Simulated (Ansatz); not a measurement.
# Hf$_{3}$N$_{2}$: how the plane-wave cutoff moves the results

The calculation used DFT PBEsol, scalar-relativistic, plane waves, PAW in Ansatz 0.2.0.

```cif
data_structure
_symmetry_space_group_name_H-M 'P 1'
_symmetry_Int_Tables_number 1
_cell_length_a 7.9717
_cell_length_b 7.9717
_cell_length_c 7.9717
_cell_angle_alpha 23.148
_cell_angle_beta 23.148
_cell_angle_gamma 23.148
_cell_volume 68.72
loop_
_atom_site_label
_atom_site_type_symbol
_atom_site_fract_x
_atom_site_fract_y
_atom_site_fract_z
_atom_site_occupancy
Hf1 Hf 0.77942 0.77942 0.77942 1
Hf2 Hf 0.22058 0.22058 0.22058 1
Hf3 Hf 0.00000 0.00000 0.00000 1
N1 N 0.61192 0.61192 0.61192 1
N2 N 0.38808 0.38808 0.38808 1
```

The Γ-centred k-mesh is 12×12×12, the occupation rule is Gaussian smearing, 0.1 eV and the spin treatment is unpolarised. The valence charge of the PAW sets is Hf 26, N 5.

The atoms stay fixed while the plane-wave cutoff is varied. ΔE is the energy extrapolated to zero smearing, less that of the reference run (850 eV). The cell isn't necessarily relaxed at this level. Spin–orbit coupling is left out. Pressure is positive in compression and holds a correction for the finite cutoff (Pulay stress).

Times are rough; the reference took 60 s on 1 thread of Intel(R) Xeon(R) 6975P-C (Granite Rapids) (shared host), peak memory 1.3 GiB.

```csv
cutoff (eV),ΔE (meV/atom),P (GPa),largest change of a force component (eV/Å),plane waves at Γ,wall time (s)
150,?,?,?,?,?
200,?,?,?,?,?
250,?,?,?,?,?
300,167,-2.27,0.022,819,12
350,34.3,-2.27,0.020,1001,14
380,?,?,?,?,?
420,3.31,-2.17,0.002,1351,24
460,1.11,-2.20,0.000,1557,21
520,0.58,-2.21,0.000,1817,24
600,0.34,-2.21,0.000,2299,43
700,0.19,-2.21,0.000,2865,36
850,0.00,-2.22,0.000,3895,60
```

**Question.** Fill in the withheld rows.

**Answer.** The withheld rows:

| cutoff (eV) | ΔE (meV/atom) | P (GPa) | largest change of a force component (eV/Å) | plane waves at Γ | wall time (s) |
| --- | --- | --- | --- | --- | --- |
| 150 | 23469 | 21.08 | 1.439 | 291 | 5.9 |
| 200 | 4645 | -6.52 | 0.438 | 455 | 7.5 |
| 250 | 979 | -2.68 | 0.027 | 595 | 9.8 |
| 380 | 13.0 | -2.06 | 0.012 | 1159 | 17 |